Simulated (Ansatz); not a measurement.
# TiO2 (Anatase): elastic constants, part 2 of 2

This session takes TiO2 (Anatase) and sets out to relax to small forces and stress and get the elastic tensor.

Ansatz 0.2.0; DFT PBEsol, scalar-relativistic, plane waves, PAW.

### 3 Strained cells: the elastic tensor

input.yaml

```yaml
crystal:
  lattice:
    - [-1.8848916289, 1.8848916289, 4.7758664468]
    - [1.8848916289, -1.8848916289, 4.7758664468]
    - [1.8848916289, 1.8848916289, -4.7758664468]
  atoms:
    - { symbol: Ti, position: [0.0, 0.0, 0.0] }
    - { symbol: Ti, position: [0.75, 0.25, 0.5] }
    - { symbol: O, position: [0.207527598, 0.207527598, 0.0] }
    - { symbol: O, position: [0.957527598, 0.457527598, 0.5] }
    - { symbol: O, position: [0.542472402, 0.042472402, 0.5] }
    - { symbol: O, position: [0.792472402, 0.792472402, 0.0] }
basis:
  ecutwfc: 420
kpoints:
  mp_grid: { grid: [10, 10, 10] }
hamiltonian:
  xc: pbesol
scf:
  occupations: { method: fixed }
output:
  forces: true
  stress: true
  eigenvalues: true
elastic:
  mode: relaxed_ion
  stencil: two_point
```

The run is started by

```console
$ ansatz run input.yaml --threads 2 --pin off --max-ram 5120MiB --backend cpu --events-out ev --progress --plain --runs-dir out
```

The log of the run:

```text
Warning: RAYON_NUM_THREADS=2 ignored (pool sized by the plan → 2); use --threads N
Engine: ansatz 0.2.0, aarch64-unknown-linux-gnu
Pseudopotentials: kind: paw
Pseudopotential: Ti, paw, valence charge 12, recommended cutoff 420 eV (normal), Ti.paw.azcp
Pseudopotential: O, paw, valence charge 6, recommended cutoff 420 eV (normal), O.paw.azcp
Functional definition: PBEsol
  exchange = pbesol_x
  correlation = pbesol_c
Crystal: 6 atoms, lattice volume = 67.871 Å³
Basis set: ecut = 420 eV, 1315 PW (Γ), exchange–correlation on 80×80×80 points (8 copies of the dense FFT grid, shifted against one another)
Bands: 30, of which v1, the nominal top of the filled ones, is band 24 counted from 1 (23 counted from 0)
Symmetry: 16 space group operations
Space group: I41/amd (ITA 141), of the structure as read, at distance tolerance 4.1e-5 Å
k-points: 102 of 1000
Non-local potential: Ti, projectors of the file, l = 0: 3, l = 1: 2, l = 2: 3, l = 3: 1
Non-local potential: O, projectors of the file, l = 0: 2, l = 1: 2, l = 2: 1
PAW form: soft (Blöchl's): semilocal exchange-correlation on the pseudo side does not see the compensation charge
PAW frozen core: Ti, regenerated for the run's functional, and the local potential with it (the file was generated under x = pbe(κ = 0.804, μ = 0.2195149727645171), c = pbe(β = 0.06672455060314922))
PAW frozen core: O, regenerated for the run's functional, and the local potential with it (the file was generated under x = pbe(κ = 0.804, μ = 0.2195149727645171), c = pbe(β = 0.06672455060314922))
PAW one-centre angular grid: Ti, 590 points (default); XC on 64 Gauss nodes
PAW one-centre angular grid: O, 110 points (default); XC on 64 Gauss nodes
Initial density: superposition of atomic densities (neutral atoms: chi_scale 0, normalization atom), corrected by the library's trained network
Initial wavefunctions: pseudopotential atomic-orbital guess
Functional: x = pbesol(κ = 0.804, μ = 0.12345679012345678), c = pbesol(β = 0.046)
SCF iter   1: F=—  HF=-7199.764396 eV  |F-HF|=—  |Δ(HF+E_count)|=         —  Δρ=1.61e-2  dr2=1.34e-1  ethr=1.77e-3  ⟨swp⟩=3.7  Hψ=11337  notcnv=0  defer=223
preconditioner: auto → none  [insulator: Δε(μ)=1.972 eV  Ē_g=9.595 eV  n_scr=14 (ndim 8)  ℏωp=25.5 eV  f_vac=0.102  ε∞_Penn≈8.1]
SCF iter   2: F=—  HF=-7199.768419 eV  |F-HF|=—  |Δ(HF+E_count)|=   4.02e-3  Δρ=1.66e-2  dr2=1.82e-1  ethr=2.80e-4  ⟨swp⟩=2.0  Hψ=5733  notcnv=0  defer=376
SCF iter   3: F=—  HF=-7199.733269 eV  |F-HF|=—  |Δ(HF+E_count)|=   3.52e-2  Δρ=2.34e-3  dr2=2.15e-3  ethr=2.80e-4  ⟨swp⟩=2.0  Hψ=4368  notcnv=0  defer=366
SCF iter   4: F=—  HF=-7199.733206 eV  |F-HF|=—  |Δ(HF+E_count)|=   6.27e-5  Δρ=7.02e-4  dr2=9.89e-5  ethr=4.47e-6  ⟨swp⟩=2.0  Hψ=4850  notcnv=0  defer=408
SCF iter   5: F=—  HF=-7199.733280 eV  |F-HF|=—  |Δ(HF+E_count)|=   7.38e-5  Δρ=1.23e-4  dr2=1.04e-5  ethr=2.06e-7  ⟨swp⟩=2.2  Hψ=4459  notcnv=0  defer=183
SCF iter   6: F=—  HF=-7199.733274 eV  |F-HF|=—  |Δ(HF+E_count)|=   5.42e-6  Δρ=1.46e-5  dr2=4.75e-8  ethr=2.16e-8  ⟨swp⟩=2.6  Hψ=5244  notcnv=0  defer=169
SCF iter   7: F=—  HF=-7199.733274 eV  |F-HF|=—  |Δ(HF+E_count)|=   4.30e-7  Δρ=1.75e-6  dr2=1.03e-9  ethr=9.90e-11  ⟨swp⟩=2.4  Hψ=5156  notcnv=0  defer=169
SCF iter   8: F=—  HF=-7199.733274 eV  |F-HF|=—  |Δ(HF+E_count)|=  8.38e-10  Δρ=4.70e-7  dr2=1.16e-10  ethr=2.15e-12  ⟨swp⟩=2.0  Hψ=4529  notcnv=0  defer=169
SCF iter   9: F=—  HF=-7199.733274 eV  |F-HF|=—  |Δ(HF+E_count)|=  4.82e-11  Δρ=6.20e-8  dr2=2.42e-12  ethr=2.41e-13 (applied; sched 1.00e-12)  ⟨swp⟩=2.2  Hψ=5239  notcnv=0  defer=169
SCF iter  10: F=-7199.733274 eV  HF=-7199.733274 eV  |F-HF|=9.09e-13  |Δ(HF+E_count)|=  9.09e-13  Δρ=5.05e-9  dr2=1.28e-14  ethr=1.00e-12  ⟨swp⟩=8.5  Hψ=15437  notcnv=0
SCF 1 converged in 10 iterations: F = -7199.733274 eV  dr2 = 1.28e-14
relax step   1: F+E_penalty+E_count = -7199.73327373 eV  Δ(F+E_penalty+E_count) = +0.000e0 eV  max|allowed force component| = 9.450e-5 eV/Å  Δτ_max = 0.0000 Å  (10 SCF iters, accepted)
[... from here on, the SCF cycles and remarks between the steps are left out ...]
relax step   2: F+E_penalty+E_count = -7199.73327373 eV  Δ(F+E_penalty+E_count) = -8.113e-10 eV  max|allowed force component| = 5.178e-5 eV/Å  Δτ_max = 0.0000 Å  (7 SCF iters, accepted)
relax step   3: F+E_penalty+E_count = -7199.73327373 eV  Δ(F+E_penalty+E_count) = -3.474e-10 eV  max|allowed force component| = 5.517e-8 eV/Å  Δτ_max = 0.0000 Å  (6 SCF iters, accepted)
relax step   1: F+E_penalty+E_count = -7199.73287007 eV  Δ(F+E_penalty+E_count) = +0.000e0 eV  max|allowed force component| = 5.037e-2 eV/Å  Δτ_max = 0.0000 Å  (11 SCF iters, accepted)
relax step   2: F+E_penalty+E_count = -7199.73297167 eV  Δ(F+E_penalty+E_count) = -1.016e-4 eV  max|allowed force component| = 5.206e-3 eV/Å  Δτ_max = 0.0018 Å  (9 SCF iters, accepted)
relax step   3: F+E_penalty+E_count = -7199.73297332 eV  Δ(F+E_penalty+E_count) = -1.655e-6 eV  max|allowed force component| = 1.200e-4 eV/Å  Δτ_max = 0.0002 Å  (9 SCF iters, accepted)
relax step   4: F+E_penalty+E_count = -7199.73297332 eV  Δ(F+E_penalty+E_count) = -1.633e-9 eV  max|allowed force component| = 9.789e-7 eV/Å  Δτ_max = 0.0000 Å  (7 SCF iters, accepted)
relax step   1: F+E_penalty+E_count = -7199.73287980 eV  Δ(F+E_penalty+E_count) = +0.000e0 eV  max|allowed force component| = 4.977e-2 eV/Å  Δτ_max = 0.0000 Å  (11 SCF iters, accepted)
relax step   2: F+E_penalty+E_count = -7199.73298118 eV  Δ(F+E_penalty+E_count) = -1.014e-4 eV  max|allowed force component| = 4.857e-4 eV/Å  Δτ_max = 0.0020 Å  (10 SCF iters, accepted)
relax step   3: F+E_penalty+E_count = -7199.73298120 eV  Δ(F+E_penalty+E_count) = -1.554e-8 eV  max|allowed force component| = 4.134e-6 eV/Å  Δτ_max = 0.0000 Å  (8 SCF iters, accepted)
relax step   1: F+E_penalty+E_count = -7199.73290212 eV  Δ(F+E_penalty+E_count) = +0.000e0 eV  max|allowed force component| = 3.704e-2 eV/Å  Δτ_max = 0.0000 Å  (10 SCF iters, accepted)
relax step   2: F+E_penalty+E_count = -7199.73307784 eV  Δ(F+E_penalty+E_count) = -1.757e-4 eV  max|allowed force component| = 3.491e-4 eV/Å  Δτ_max = 0.0024 Å  (8 SCF iters, accepted)
relax step   3: F+E_penalty+E_count = -7199.73307786 eV  Δ(F+E_penalty+E_count) = -1.574e-8 eV  max|allowed force component| = 2.121e-6 eV/Å  Δτ_max = 0.0000 Å  (7 SCF iters, accepted)
relax step   1: F+E_penalty+E_count = -7199.73289249 eV  Δ(F+E_penalty+E_count) = +0.000e0 eV  max|allowed force component| = 3.604e-2 eV/Å  Δτ_max = 0.0000 Å  (9 SCF iters, accepted)
relax step   2: F+E_penalty+E_count = -7199.73306301 eV  Δ(F+E_penalty+E_count) = -1.705e-4 eV  max|allowed force component| = 5.133e-4 eV/Å  Δτ_max = 0.0023 Å  (8 SCF iters, accepted)
relax step   3: F+E_penalty+E_count = -7199.73306304 eV  Δ(F+E_penalty+E_count) = -3.432e-8 eV  max|allowed force component| = 3.128e-6 eV/Å  Δτ_max = 0.0000 Å  (7 SCF iters, accepted)
relax step   1: F+E_penalty+E_count = -7199.73317937 eV  Δ(F+E_penalty+E_count) = +0.000e0 eV  max|allowed force component| = 1.629e-2 eV/Å  Δτ_max = 0.0000 Å  (11 SCF iters, accepted)
relax step   2: F+E_penalty+E_count = -7199.73320519 eV  Δ(F+E_penalty+E_count) = -2.582e-5 eV  max|allowed force component| = 1.102e-2 eV/Å  Δτ_max = 0.0014 Å  (9 SCF iters, accepted)
relax step   3: F+E_penalty+E_count = -7199.73321483 eV  Δ(F+E_penalty+E_count) = -9.640e-6 eV  max|allowed force component| = 4.865e-3 eV/Å  Δτ_max = 0.0006 Å  (9 SCF iters, accepted)
relax step   4: F+E_penalty+E_count = -7199.73322436 eV  Δ(F+E_penalty+E_count) = -9.524e-6 eV  max|allowed force component| = 2.381e-4 eV/Å  Δτ_max = 0.0013 Å  (10 SCF iters, accepted)
relax step   5: F+E_penalty+E_count = -7199.73322439 eV  Δ(F+E_penalty+E_count) = -3.264e-8 eV  max|allowed force component| = 3.073e-4 eV/Å  Δτ_max = 0.0001 Å  (8 SCF iters, accepted)
relax step   6: F+E_penalty+E_count = -7199.73322440 eV  Δ(F+E_penalty+E_count) = -1.171e-8 eV  max|allowed force component| = 6.056e-6 eV/Å  Δτ_max = 0.0000 Å  (8 SCF iters, accepted)
relax step   1: F+E_penalty+E_count = -7199.73317937 eV  Δ(F+E_penalty+E_count) = +0.000e0 eV  max|allowed force component| = 1.629e-2 eV/Å  Δτ_max = 0.0000 Å  (11 SCF iters, accepted)
relax step   2: F+E_penalty+E_count = -7199.73322385 eV  Δ(F+E_penalty+E_count) = -4.448e-5 eV  max|allowed force component| = 2.452e-3 eV/Å  Δτ_max = 0.0029 Å  (10 SCF iters, accepted)
relax step   3: F+E_penalty+E_count = -7199.73322438 eV  Δ(F+E_penalty+E_count) = -5.331e-7 eV  max|allowed force component| = 5.689e-4 eV/Å  Δτ_max = 0.0003 Å  (9 SCF iters, accepted)
relax step   4: F+E_penalty+E_count = -7199.73322438 eV  Δ(F+E_penalty+E_count) = -3.831e-9 eV  max|allowed force component| = 4.310e-4 eV/Å  Δτ_max = 0.0000 Å  (8 SCF iters, accepted)
relax step   5: F+E_penalty+E_count = -7199.73322440 eV  Δ(F+E_penalty+E_count) = -1.726e-8 eV  max|allowed force component| = 6.132e-6 eV/Å  Δτ_max = 0.0000 Å  (7 SCF iters, accepted)
relax step   1: F+E_penalty+E_count = -7199.73320539 eV  Δ(F+E_penalty+E_count) = +0.000e0 eV  max|allowed force component| = 2.980e-5 eV/Å  Δτ_max = 0.0000 Å  (8 SCF iters, accepted)
relax step   1: F+E_penalty+E_count = -7199.73320539 eV  Δ(F+E_penalty+E_count) = +0.000e0 eV  max|allowed force component| = 2.968e-5 eV/Å  Δτ_max = 0.0000 Å  (9 SCF iters, accepted)
iter 1 solved again at ethr=1.37e-12 eV; its pass at ethr=3.10e-3 eV (dr2=6.57e-10 eV) is discarded
SCF iter   1: F=—  HF=-7199.733234 eV  |F-HF|=—  |Δ(HF+E_count)|=         —  Δρ=1.67e-6  dr2=7.38e-10  ethr=1.37e-12  ⟨swp⟩=2.4  Hψ=20823  notcnv=0  defer=288
SCF iter   2: F=—  HF=-7199.733205 eV  |F-HF|=—  |Δ(HF+E_count)|=   2.89e-5  Δρ=1.97e-6  dr2=2.50e-9  ethr=1.37e-12  ⟨swp⟩=3.7  Hψ=12706  notcnv=0  defer=288
SCF iter   3: F=—  HF=-7199.733205 eV  |F-HF|=—  |Δ(HF+E_count)|=  4.36e-10  Δρ=6.51e-7  dr2=8.63e-11  ethr=1.37e-12  ⟨swp⟩=2.1  Hψ=7674  notcnv=0  defer=288
SCF iter   4: F=—  HF=-7199.733205 eV  |F-HF|=—  |Δ(HF+E_count)|=  2.27e-11  Δρ=4.96e-7  dr2=6.67e-11  ethr=1.80e-13 (applied; sched 1.00e-12)  ⟨swp⟩=1.2  Hψ=4911  notcnv=0  defer=288
SCF iter   5: F=—  HF=-7199.733205 eV  |F-HF|=—  |Δ(HF+E_count)|=  6.37e-12  Δρ=3.43e-7  dr2=3.10e-11  ethr=1.39e-13 (applied; sched 1.00e-12)  ⟨swp⟩=1.0  Hψ=4842  notcnv=0  defer=288
SCF iter   6: F=—  HF=-7199.733205 eV  |F-HF|=—  |Δ(HF+E_count)|=  5.46e-12  Δρ=2.55e-7  dr2=1.73e-11  ethr=6.45e-14 (applied; sched 1.00e-12)  ⟨swp⟩=1.2  Hψ=4878  notcnv=0  defer=288
SCF iter   7: F=—  HF=-7199.733205 eV  |F-HF|=—  |Δ(HF+E_count)|=    0.00e0  Δρ=1.81e-7  dr2=8.48e-12  ethr=3.61e-14 (applied; sched 1.00e-12)  ⟨swp⟩=1.2  Hψ=4888  notcnv=0  defer=288
SCF iter   8: F=—  HF=-7199.733205 eV  |F-HF|=—  |Δ(HF+E_count)|=  9.09e-13  Δρ=1.17e-7  dr2=3.57e-12  ethr=1.77e-14 (applied; sched 1.00e-12)  ⟨swp⟩=1.3  Hψ=4899  notcnv=0  defer=288
SCF iter   9: F=—  HF=-7199.733205 eV  |F-HF|=—  |Δ(HF+E_count)|=  1.82e-12  Δρ=4.53e-8  dr2=5.23e-13  ethr=7.44e-15 (applied; sched 1.00e-12)  ⟨swp⟩=1.8  Hψ=5537  notcnv=0  defer=288
SCF iter  10: F=-7199.733205 eV  HF=-7199.733205 eV  |F-HF|=0.00e0  |Δ(HF+E_count)|=    0.00e0  Δρ=5.56e-10  dr2=2.13e-16  ethr=1.00e-12  ⟨swp⟩=3.3  Hψ=19884  notcnv=0
SCF 38 converged in 10 iterations: F = -7199.733205 eV  dr2 = 2.13e-16
SCF converged after 10 iterations
Free energy (F): -7199.733274 eV
Harris-Foulkes:  -7199.733274 eV  (|F-HF|=0.00e0)
Internal energy: -7199.733274 eV  (E = F + TS)
E sigma→0 (E₀):  -7199.733274 eV
Fermi energy:    7.247938 eV
--- Per-component energies (eV) ---
  E_band       = -455.546261
  E_kinetic    = 1245.131078
  E_local      = -3561.263114  (includes V_loc(G=0)·N_el)
  E_nonlocal   = 200.327554
  E_hartree    = 1377.669438
  E_xc         = -486.981715
  E_vxc        = -619.857596  (∫ρ·V_xc dr)
  E_paw        = -2649.020459  (= ΣΔE_a)
  E_vpaw       = -475.232987  (= ΣTr[D̂ρ^β])
  E_aug_tail   = 0.009926  (compensation charges beyond the density's cutoff)
  E_ewald      = -3326.025903
  E_core_change = 0.419920  (= ΣΔE_core)
  E_smearing   = -0.000000  (= −TS)
  E_closure    = 0.000000  (closes the sum)
  Σ components = -7199.733274   (vs F -7199.733274, Δ=0.00e0)
--- Forces (eV/Å), atoms counted from 1 ---
  atom   1  Ti     0.00000000     0.00000000     0.00000000
  atom   2  Ti     0.00000000     0.00000000     0.00000000
  atom   3  O     -0.00000000    -0.00000000     0.00000002
  atom   4  O      0.00000000     0.00000000     0.00000002
  atom   5  O     -0.00000000    -0.00000000    -0.00000002
  atom   6  O     -0.00000000    -0.00000000    -0.00000002
  max |Σ_I F_I| component: 3.36e-18 eV/Å
--- Stress (GPa, compression-positive) ---
       -0.003212       0.000000       0.000000
        0.000000      -0.003212       0.000000
        0.000000      -0.000000       0.007351
  P = ⅓ Tr σ = 0.0003 GPa (0.003 kbar)
--- Band table (eV; the first three rows and the last of 102) ---
  k-point 0: bands = ["-48.7836", "-48.7205", "-25.3908", "-25.1439", "-25.1439", "-25.0701", "-25.0701", "-24.9766", "-10.3477", "-9.2971", "-9.1544", "-8.8045", "3.2531", "3.3876", "3.3876", "3.7622", "5.1547", "5.1547", "5.2311", "6.4786", "6.4882", "6.4882", "6.7876", "6.7876", "9.3698", "10.1213", "11.3214", "11.3214", "11.3410", "11.3410"]
[... 3 lines left out ...]
--- Elastic constants: 4 strain directions × 2 members + reference (group order 16) ---
  dense FFT box of the reference and of every strained cell: 40×40×40
  strains applied: 11, 33, 23, 12; error gains: componentwise 1.00 (the most a stress slope's error grows in a printed constant), spectral 1.41 (1 for all six strains in a standard setting)
  reference relaxed by the batch: 3 steps; max|allowed force component| 9.45e-5 eV/Å at the deck's positions, 5.52e-8 at the last accepted step, 2.24e-8 by the solve of record
  largest displacement 6.1e-6 Å; the constants are those of the deck's cell at these positions:
  atoms:
    - { symbol: Ti, position: [1.4779743052725677e-23, 1.4779743052730403e-23, -3.808363334506735e-36] }
    - { symbol: Ti, position: [0.7499999999999999, 0.25, 0.49999999999999994] }
    - { symbol: O, position: [0.20752695620879194, 0.20752695620879194, -1.1790958970154039e-35] }
    - { symbol: O, position: [0.9575269562087919, 0.45752695620879197, 0.49999999999999994] }
    - { symbol: O, position: [0.542473043791208, 0.04247304379120798, 0.49999999999999994] }
    - { symbol: O, position: [0.792473043791208, 0.792473043791208, 9.961614136984866e-36] }
  C = ∂σ_k/∂η_j (tension-positive GPa; Voigt order 11 22 33 23 13 12):
       356.142    156.024    149.675      0.000      0.000     -0.000
       156.024    356.142    149.675      0.000      0.000     -0.000
       149.707    149.707    194.162      0.000      0.000      0.000
         0.000      0.000      0.000     46.893      0.000      0.000
         0.000      0.000     -0.000      0.000     46.893      0.000
         0.000      0.000      0.000     -0.000      0.000     60.621
  reference stress σ⁰ (GPa):      0.003      0.003     -0.007      0.000     -0.000     -0.000
  C* (energy form; C + prestress term) asymmetry max|C*_kj − C*_jk| = 2.152e-2 GPa — a small one proves nothing (zero by symmetry where the batch's group is 432, −43m or m−3m); a large one is finite-difference/SCF noise where every solve meets its electron count
  moduli (Voigt/Reuss/Hill, GPa): K = 201.92/181.05/191.49   G = 60.95/54.75/57.85   E = 157.68   ν = 0.363
  mechanically stable: yes (min eigenvalue of sym C = 46.89 GPa)
  strain η (Voigt 11):  stress-route row diagonal C_11 = 356.14 GPa, energy-path curvature d²(F+E_count+ΔE)/dδ²/Ω₀ = 356.26 GPa
         δ    σ_11 (GPa)             F (eV)   n_scf  n_hpsi   n_pw
    -2.000e-3      -0.7151       -7199.7329733      10   95276   1346   relax 4 steps, max|allowed force component| 9.79e-7 eV/Å
     2.000e-3       0.7095       -7199.7329812      10   94788   1348   relax 3 steps, max|allowed force component| 4.13e-6 eV/Å
  strain η (Voigt 33):  stress-route row diagonal C_33 = 194.16 GPa, energy-path curvature d²(F+E_count+ΔE)/dδ²/Ω₀ = 194.05 GPa
         δ    σ_33 (GPa)             F (eV)   n_scf  n_hpsi   n_pw
    -2.000e-3      -0.3963       -7199.7330779      10   56401   1348   relax 3 steps, max|allowed force component| 2.12e-6 eV/Å
     2.000e-3       0.3804       -7199.7330630      10   56517   1348   relax 3 steps, max|allowed force component| 3.13e-6 eV/Å
  strain η (Voigt 23):  stress-route row diagonal C_44 = 46.89 GPa, energy-path curvature d²(F+E_count+ΔE)/dδ²/Ω₀ = 46.95 GPa
         δ    σ_23 (GPa)             F (eV)   n_scf  n_hpsi   n_pw
    -2.000e-3      -0.0938       -7199.7332244      10  157077   1348   relax 6 steps, max|allowed force component| 6.06e-6 eV/Å
     2.000e-3       0.0938       -7199.7332244      10  156322   1348   relax 5 steps, max|allowed force component| 6.13e-6 eV/Å
  strain η (Voigt 12):  stress-route row diagonal C_66 = 60.62 GPa, energy-path curvature d²(F+E_count+ΔE)/dδ²/Ω₀ = 60.80 GPa
         δ    σ_12 (GPa)             F (eV)   n_scf  n_hpsi   n_pw
    -2.000e-3      -0.1212       -7199.7332054      10   94457   1346   relax 1 steps, max|allowed force component| 2.98e-5 eV/Å
     2.000e-3       0.1212       -7199.7332054      10   94604   1346   relax 1 steps, max|allowed force component| 2.97e-5 eV/Å
```

It took 5.8 min on 2 threads of Arm Neoverse V2, shared host; peak memory 0.75 GiB.

What follows for a polycrystal (Hill averages; density 3.908 g/cm³):

| quantity | value |
| --- | --- |
| bulk modulus B | 191.5 GPa |
| shear modulus G | 57.9 GPa |
| B/G | 3.31 |
| universal anisotropy index | 0.68 |
| sound speeds v_l, v_t | 8291, 3848 m/s |
| Debye temperature Θ | 575 K |

Young's modulus by Cartesian direction:

```tsv
direction	E (GPa)
(1, 0, 0)	234
(0, 1, 0)	234
(0, 0, 1)	107
(1, 1, 0)	169
(1, 0, 1)	136
(0, 1, 1)	136
(1, 1, 1)	139
```

### 4 Outcome

What follows sums up all 2 parts.

| quantity | value |
| --- | --- |
| C11, C12, C44 (relaxed-ion) | 356, 156, 47 GPa |
| C33, C13, C66 (relaxed-ion) | 194, 150, 61 GPa |
| B, G, E (Hill) (relaxed-ion) | 191, 58, 158 GPa |
| Poisson ratio (relaxed-ion) | 0.36 |
| Debye temperature | 575 K |

**Reading.** It is stable against strain: the least eigenvalue of C is 47 GPa. By Pugh's rule of thumb B/G = 3.31 (over 1.75) points to a ductile solid (a rule drawn from metals; insulators like this are brittle in practice); Young's modulus ranges from about 107 to 234 GPa with direction. Measured lattice constant a of TiO2: 3.7842 Å (a printed reference work, textbook). This calculation gives 3.770 Å (-0.4 %). That is the cell relaxed with PBEsol. Measured lattice constant c of TiO2: 9.5146 Å (a printed reference work, textbook). This calculation gives 9.552 Å (+0.4 %). The calculation is for a static lattice.
